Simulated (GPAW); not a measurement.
BP:

```
P B
1.0
     0.00000    2.26900    2.26900
     2.26900    0.00000    2.26900
     2.26900    2.26900    0.00000
P B
1 1
Direct
  0.25000 0.25000 0.25000
  0.00000 0.00000 0.00000
```

Base run:

| Quantity | Value |
| --- | --- |
| Program | GPAW 26.7.0 |
| Functional | PW91 |
| Potentials or basis | PAW data sets generated in the run's folder for this functional |
| Cutoff | 800 eV |
| Basis | pw |
| k mesh | 10 × 10 × 10 |
| Occupations | fermi-dirac, width 0.05 eV |
| Spin | no spin polarisation |

Its results: band gap on the k mesh 1.28 eV, indirect (least direct gap 3.43 eV); pressure 1.3 GPa.

Problem. The run is repeated on the same cell with these changes: functional from PW91 to SOGGA. What comes out?

Solution. Band gap on the k mesh 1.14 eV, indirect (least direct gap 3.37 eV); pressure -2.0 GPa.

SOGGA binds more tightly than PW91, so the same cell stands under less pressure.

Not every run made on this cell is shown here.
